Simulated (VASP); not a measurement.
MgTe (zincblende): gaps by functional in VASP

```yaml
crystal:
  lattice:
    - [0.00000, 3.23311, 3.23311]
    - [3.23311, 0.00000, 3.23311]
    - [3.23311, 3.23311, 0.00000]
  atoms:
    - { symbol: Mg, position: [0.00000, 0.00000, 0.00000] }
    - { symbol: Te, position: [0.25000, 0.25000, 0.25000] }
```

All runs share this cell. Band v is the last that the valence electrons fill when counted band by band, and c is the next. A negative gap between them is a band overlap, as in a metal.

Question: Rank these levels of theory by the band gap that they give, smallest first.
A. r²SCAN
B. LDA
C. PBE
D. PBE with spin–orbit coupling
E. PBEsol

Answer: D (2.14 eV), B (2.20 eV), E (2.29 eV), C (2.41 eV), A (3.09 eV).
